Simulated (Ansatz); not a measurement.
# Mg: the cost of one run

Computed with Ansatz 0.2.0 (DFT PBE, scalar-relativistic, unless a step's input says otherwise).

This is Mg in the bcc structure; at room conditions it is hcp.

### 1 The system as given

Symmetry: Im-3m, No. 229, cubic system. Conventional cell: a = 2.953 Å, b = 2.953 Å, c = 2.953 Å, α = 90.00°, β = 90.00°, γ = 90.00°. Mg (site symmetry m-3m) is surrounded by 8 Mg at 2.56 Å.

Coordinates:

```
CELL_PARAMETERS angstrom
-1.47650 1.47650 1.47650
1.47650 -1.47650 1.47650
1.47650 1.47650 -1.47650
ATOMIC_POSITIONS crystal
Mg 0.00000 0.00000 0.00000
```

The cell comes from a crystallographic database entry that wasn't checked; take it as a given geometry, which may be far from equilibrium.

### 2 LAPW, all electrons

Input file input.yaml:

```yaml
crystal:
  lattice:
    - [-1.4765, 1.4765, 1.4765]
    - [1.4765, -1.4765, 1.4765]
    - [1.4765, 1.4765, -1.4765]
  atoms:
    - { symbol: Mg, position: [0.0, 0.0, 0.0] }
kpoints:
  mp_grid: { grid: [19, 19, 19] }
  band_path:
    path:
      - [0.0, 0.0, 0.0]
      - [0.5, -0.5, 0.5]
      - [0.0, 0.0, 0.5]
      - [0.0, 0.0, 0.0]
      - [0.25, 0.25, 0.25]
      - [0.5, -0.5, 0.5]
      - [0.25, 0.25, 0.25]
      - [0.0, 0.0, 0.5]
    npoints: 14
scf:
  occupations: { method: fermi_dirac, width: 0.03 }
hamiltonian:
  xc: pbe
  pseudopotentials: { kind: all_electron, lapw: { basis_error: 0.0005 } }
output:
  forces: true
  stress: true
  eigenvalues: true
  populations: true
  dos: { projected: true, de: 0.2, e_range: [-14, 8] }
```

On the command line:

```bash
> ansatz run input.yaml --threads 1 --pin off --max-ram 2048MiB --backend cpu --events-out ev --progress --plain --runs-dir out
```

**Question.** How long does this run take on 1 thread of AMD EPYC 9R45 (Zen 5), shared host?

About 4.4 s.
